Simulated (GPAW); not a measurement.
# SiC (Moissanite) (P6_3mc) in GPAW: settings compared, part 2 of 2

GPAW 26.7.0. The steps go on from the part before.

**5. Relaxation of cell and atoms, PBEsol+D3(BJ)+ATM**

run.py

```python
from ase import Atoms
from ase.calculators.mixing import SumCalculator
from ase.filters import FrechetCellFilter
from ase.io import write
from ase.optimize import BFGS
from dftd3.ase import DFTD3
from gpaw import GPAW, PW, setup_paths

setup_paths.insert(0, '.')

atoms = Atoms(['Si', 'Si', 'C', 'C'],
              cell=[[3.076, 0.0, 0.0],
                    [-1.538, 2.663894142, 0.0],
                    [0.0, 0.0, 5.048]],
              scaled_positions=[[0.6666666667, 0.3333333333, 0.5],
                                [0.3333333333, 0.6666666667, 0.0],
                                [0.6666666667, 0.3333333333, 0.885],
                                [0.3333333333, 0.6666666667, 0.385]],
              pbc=True)

calc = GPAW(mode=PW(800),
            xc='PBEsol',
            kpts={'size': (7, 7, 4), 'gamma': True},
            occupations={'name': 'fermi-dirac', 'width': 0.05},
            nbands=18,
            convergence={'density': 1e-05, 'forces': 0.0001},
            maxiter=150,
            txt='gpaw.txt')
atoms.calc = SumCalculator([calc, DFTD3(damping='d3bj', params_tweaks=dict(method='pbesol', atm=True))])
opt = BFGS(FrechetCellFilter(atoms), trajectory='relax.traj', logfile='-')
done = opt.run(fmax=0.02, steps=60)
calc.write('gs.gpw')
write('result.traj', atoms)
print('Converged:', done)
print('Cell:', atoms.cell.cellpar().round(4))
print('Volume:', round(atoms.get_volume(), 4))
print(atoms.get_scaled_positions().round(5))
```

Command:

```console
> gpaw-setup -f PBEsol C Si
> OMP_NUM_THREADS=1 python run.py
```

It took 2.7 min on 1 thread of Intel Xeon Platinum 8488C (Sapphire Rapids), shared host; peak memory 0.24 GiB.

It converged, with:

```
Free energy                            : -32.6112 eV
Relaxed volume                         : 10.25 Å³/atom
Relaxed cell                           : a = 3.067 Å, b = 3.067 Å, c = 5.030 Å, α = 90.00°, β = 90.00°, γ = 120.00°
Space group after relaxing (to 0.05 Å) : P6_3mc (No. 186)
Energy gained by relaxing              : 9.6 meV/atom
Ionic steps                            : 7
Pressure after relaxing                : 0.0 GPa
Largest force after relaxing           : 0.008 eV/Å
Band gap on the k mesh                 : 2.42 eV, indirect (least direct gap 3.92 eV)
Dispersion energy per atom             : -0.226 eV
```

Forces in eV/Å, atoms in the order of the input:
```
Si   0.000  0.000  0.008
Si   0.000  0.000  0.008
C    0.000  0.000 -0.008
C    0.000  0.000 -0.008
```

Stress tensor (GPa, compression positive):
```
-0.01  0.00  0.00
 0.00 -0.01  0.00
 0.00  0.00  0.12
```

Step by step:
| step | energy change (eV) | largest force (eV/Å) | pressure (GPa) | volume (Å³) |
| --- | --- | --- | --- | --- |
| 1 | 0.0000 | 0.7581 | -1.77 | 41.36 |
| 2 | -0.0268 | 0.4153 | -1.71 | 41.31 |
| 3 | -0.0375 | 0.0612 | -1.21 | 41.20 |
| 4 | -0.0379 | 0.0069 | -1.07 | 41.18 |
| 5 | -0.0382 | 0.0247 | -0.67 | 41.11 |
| 6 | -0.0384 | 0.0250 | -0.12 | 41.01 |
| 7 | -0.0384 | 0.0084 | 0.04 | 40.98 |

Final structure:
```
CELL_PARAMETERS angstrom
3.06705 0.00000 0.00000
-1.53353 2.65614 0.00000
0.00000 0.00000 5.03044
ATOMIC_POSITIONS crystal
Si 0.66667 0.33333 0.50453
Si 0.33333 0.66667 0.00453
C 0.66667 0.33333 0.88047
C 0.33333 0.66667 0.38047
```

Levels at points of the mesh, in eV from the valence-band top:
| k point | band 4 | band 5 | band 6 | band 7 | band 8 | band 9 | band 10 | band 11 | band 12 | band 13 |
| --- | --- | --- | --- | --- | --- | --- | --- | --- | --- | --- |
| (0.00, 0.00, 0.00) | -1.33 | -1.33 | -0.11 | 0.00 | 0.00 | 4.81 | 6.28 | 6.64 | 6.64 | 7.76 |
| (0.00, 0.00, 0.50) | -4.48 | -0.72 | -0.72 | -0.72 | -0.72 | 5.91 | 5.91 | 7.32 | 7.32 | 7.32 |

Caveat: later steps reuse the first step's grids; an odd mesh through Γ misses points on the zone boundary, where band edges often lie.

**6. Relaxation of cell and atoms, PBEsol+D4**

run.py: that of step 5 with these lines changed.

```diff
@@ -5,3 +5,3 @@
 from ase.optimize import BFGS
-from dftd3.ase import DFTD3
+from dftd4.ase import DFTD4
 from gpaw import GPAW, PW, setup_paths
@@ -28,3 +28,3 @@
             txt='gpaw.txt')
-atoms.calc = SumCalculator([calc, DFTD3(damping='d3bj', params_tweaks=dict(method='pbesol', atm=True))])
+atoms.calc = SumCalculator([calc, DFTD4(method='pbesol')])
 opt = BFGS(FrechetCellFilter(atoms), trajectory='relax.traj', logfile='-')
```

Potentials or basis: PAW data sets generated in the run's folder for this functional, pw.

Command:

```console
> gpaw-setup -f PBEsol C Si
> OMP_NUM_THREADS=1 python run.py
```

It took 2.6 min on 1 thread of Intel Xeon Platinum 8488C (Sapphire Rapids), shared host; peak memory 0.26 GiB.

Results (log left out):

* Free energy: -32.4588 eV
* Relaxed volume: 10.29 Å³/atom
* Relaxed cell: a = 3.071 Å, b = 3.071 Å, c = 5.037 Å, α = 90.00°, β = 90.00°, γ = 120.00°
* Space group after relaxing (to 0.05 Å): P6_3mc (No. 186)
* Energy gained by relaxing: 9.2 meV/atom
* Ionic steps: 6
* Pressure after relaxing: -0.1 GPa
* Largest force after relaxing: 0.019 eV/Å
* Band gap on the k mesh: 2.43 eV, indirect (least direct gap 3.92 eV)
* Dispersion energy per atom: -0.187 eV

Forces in eV/Å, atoms in the order of the input:
```
Si   0.000  0.000  0.019
Si   0.000  0.000  0.019
C    0.000  0.000 -0.019
C    0.000  0.000 -0.019
```

Stress tensor (GPa, compression positive):
```
-0.10  0.00  0.00
 0.00 -0.10  0.00
 0.00  0.00  0.04
```

Step by step:
| step | energy change (eV) | largest force (eV/Å) | pressure (GPa) | volume (Å³) |
| --- | --- | --- | --- | --- |
| 1 | 0.0000 | 0.7505 | -0.96 | 41.36 |
| 2 | -0.0260 | 0.4144 | -1.02 | 41.34 |
| 3 | -0.0362 | 0.0534 | -0.77 | 41.27 |
| 4 | -0.0364 | 0.0013 | -0.68 | 41.26 |
| 5 | -0.0366 | 0.0157 | -0.50 | 41.22 |
| 6 | -0.0366 | 0.0187 | -0.06 | 41.14 |

Final structure:
```
Si C
1.0
     3.07123    0.00000    0.00000
    -1.53561    2.65976    0.00000
     0.00000    0.00000    5.03666
Si C
2 2
Direct
  0.66667 0.33333 0.50446
  0.33333 0.66667 0.00446
  0.66667 0.33333 0.88054
  0.33333 0.66667 0.38054
```

Levels at points of the mesh, in eV from the valence-band top:
```
           k point  band 5  band 6  band 7  band 8  band 9  band 10  band 11  band 12
(0.00, 0.00, 0.00)   -1.33   -0.10    0.00    0.00    4.78     6.25     6.61     6.61
(0.00, 0.00, 0.50)   -0.72   -0.72   -0.72   -0.72    5.87     5.87     7.29     7.29
```

Caveat: later steps reuse the first step's grids; an odd mesh through Γ misses points on the zone boundary, where band edges often lie.

**7. Overview**

```tsv
level	gap on the mesh (eV)	pressure (GPa)	relaxed volume (Å³/atom)	largest force (eV/Å)
PBEsol	2.45	0.0	10.39	0.02
PBEsol+D3	2.43	0.0	10.32	0.01
PBEsol+D3(BJ)	2.42	0.0	10.22	0.01
PBEsol+D3(BJ)+ATM	2.42	0.0	10.25	0.01
PBEsol+D4	2.43	-0.1	10.29	0.02
```

Alike in all rows: task relaxation of cell and atoms; potentials or basis PAW data sets generated in the run's folder for this functional, pw; no spin polarisation; cell relaxed; k mesh 7 × 7 × 4; cutoff (eV) 800; smearing fermi-dirac 0.05 eV.

Caveats: later steps reuse the first step's grids; an odd mesh through Γ misses points on the zone boundary, where band edges often lie.

Total energies depend on the potentials used, so only differences within one code and one set of settings carry meaning.
